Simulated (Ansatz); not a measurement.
**Trial inputs on Si**

The reference input for Ansatz (plane-wave DFT with PAW):

```yaml
crystal:
  lattice:
    - [0.0, 2.7218511865, 2.7218511865]
    - [2.7218511865, 0.0, 2.7218511865]
    - [2.7218511865, 2.7218511865, 0.0]
  atoms:
    - { symbol: Si, position: [0.25, 0.25, 0.25] }
    - { symbol: Si, position: [0.0, 0.0, 0.0] }
basis:
  ecutwfc: 420
kpoints:
  mp_grid: { grid: [8, 8, 8] }
hamiltonian:
  xc: pbe
scf:
  occupations: { method: gaussian, width: 0.1 }
output:
  forces: true
  stress: true
  eigenvalues: true
```

Command:

```bash
ansatz run input.yaml --threads 1 --pin off --max-ram 1331MiB --backend cpu --events-out ev --progress --plain --runs-dir out
```

The run converges in 6 SCF iterations on 29 irreducible k-points: pressure 1.34 GPa, gap on the sampled k-points 0.63 eV. Time: 1.3 s on 1 thread of Arm Neoverse N1, on a shared host, peak memory 0.27 GiB.

Settings here are deliberately varied, not converged. Each trial's input is given as a difference from the reference's; energies are extrapolated to zero smearing where there is one, and pressure is positive in compression. Charged cells sit in a uniform background, and their pressures hang on that convention.

Trial 1 (one atom moved):

```diff
 crystal:
   atoms:
-    - { symbol: Si, position: [0.0, 0.0, 0.0] }
+    - { symbol: Si, position: [0.0091849254, 0.0091849254, -0.0091849254] }
 basis:
-  ecutwfc: 420
+  precision: f64
 kpoints:
-  mp_grid: { grid: [8, 8, 8] }
+  mp_grid: { kspacing: 0.78 }
 hamiltonian:
-  xc: pbe
+  xc: revpbe
 scf:
-  occupations: { method: gaussian, width: 0.1 }
+  occupations: { method: fermi_dirac, width: 0.018 }
+  eigensolver: { mixed_precision: false }
+  max_iter: 52
```

The run converges in 6 SCF iterations on 8 irreducible k-points: pressure 4.63 GPa, largest force 0.742 eV/Å, gap on the sampled k-points 0.49 eV. It took 0.79 s. Forces of revPBE on these PAW sets can be off by 10 %.

Trial 2:

```diff
+total_charge: 1
 kpoints:
-  mp_grid: { grid: [8, 8, 8] }
+  mp_grid: { grid: [9, 2, 9], shift: [0.5, 0.5, 0] }
 scf:
+  lower_state_search: "off"
```

The run converges in 6 SCF iterations on 81 irreducible k-points: pressure 12.22 GPa (with the neutralising background of the charged cell), largest force 0.568 eV/Å, no gap. It took 3.1 s. It warns that the mesh lowers the symmetry.

Trial 3:

```diff
+total_charge: -2
 basis:
-  ecutwfc: 420
+  ecutwfc: 370
 hamiltonian:
+  dispersion: d3bjatm
 scf:
+  mixing: { algorithm: broyden, ndim: 1, preconditioner: local_kerker }
+  initial_density: { chi_scale: 0, normalization: atom }
+  max_iter: 68
```

The run converges in 8 SCF iterations on 29 irreducible k-points: pressure -17.34 GPa (with the neutralising background of the charged cell), no gap. It took 1.4 s. It warns that the cutoff lies under the recommended one, 420 eV for these potentials.

Trial 4:

```diff
 kpoints:
+  band_path: { path: [[0, 0, 0], [0.5, 0, 0], [0.5, 0.5, 0.5]], npoints: 8 }
 scf:
-  occupations: { method: gaussian, width: 0.1 }
+  occupations: { method: fixed }
+  n_extra_bands: 0
+  max_iter: 65
 output:
-  forces: true
+  forces: false
```

The run converges in 6 SCF iterations on 29 irreducible k-points: energy 0.02 meV per atom below the reference, pressure 1.34 GPa, gap on the sampled k-points 0.63 eV. It took 1.4 s.

Trial 5:

```diff
 scf:
-  occupations: { method: gaussian, width: 0.1 }
+  occupations: { method: fermi_dirac, width: "0.005 Ry" }
```

The run converges in 6 SCF iterations on 29 irreducible k-points: energy 0.03 meV per atom above the reference, pressure 1.34 GPa, gap on the sampled k-points 0.63 eV. It took 1.3 s.

Trial 6:

```diff
+total_charge: 0.5
 kpoints:
-  mp_grid: { grid: [8, 8, 8] }
+  mp_grid: { kspacing: 0.48 }
```

The run converges in 6 SCF iterations on 10 irreducible k-points: pressure 6.50 GPa (with the neutralising background of the charged cell), no gap. It took 0.8 s.

Trial 7:

```diff
 kpoints:
-  mp_grid: { grid: [8, 8, 8] }
+  mp_grid: { grid: [1, 1, 1] }
 scf:
-  occupations: { method: gaussian, width: 0.1 }
+  occupations: { method: gaussian, width: 0.017 }
```

The run converges in 6 SCF iterations on 1 irreducible k-point: energy 8.47 eV per atom above the reference, pressure 41.85 GPa, gap on the sampled k-points 2.28 eV. It took 0.47 s.

Trial 8 (one atom moved):

```diff
 crystal:
   atoms:
-    - { symbol: Si, position: [0.0, 0.0, 0.0] }
+    - { symbol: Si, position: [0.0918492536, 0.0918492536, -0.0918492536] }
+total_charge: 1
 kpoints:
-  mp_grid: { grid: [8, 8, 8] }
+  mp_grid: { grid: [6, 6, 6] }
```

The run converges in 6 SCF iterations on 46 irreducible k-points: pressure 20.94 GPa (with the neutralising background of the charged cell), largest force 3.728 eV/Å, no gap. It took 2 s.

Trial 9 (strained):

```diff
 crystal:
   lattice:
-    - [0.0, 2.7218511865, 2.7218511865]
-    - [2.7218511865, 0.0, 2.7218511865]
-    - [2.7218511865, 2.7218511865, 0.0]
+    - [-0.2986265365, 2.8356170905, 2.7611354192]
+    - [2.7329810609, -0.188592925, 2.6511018077]
+    - [2.4913768514, 2.4839792696, 0.0530112845]
 basis:
+  ecutrho_ratio: 8
 kpoints:
-  mp_grid: { grid: [8, 8, 8] }
+  mp_grid: { grid: [1, 3, 9] }
 scf:
-  occupations: { method: gaussian, width: 0.1 }
+  occupations: { method: cold, width: "0.01 Ry" }
```

The run converges in 6 SCF iterations on 14 irreducible k-points: energy 1.66 eV per atom above the reference, pressure 13.11 GPa, largest force 2.215 eV/Å. It took 1.2 s.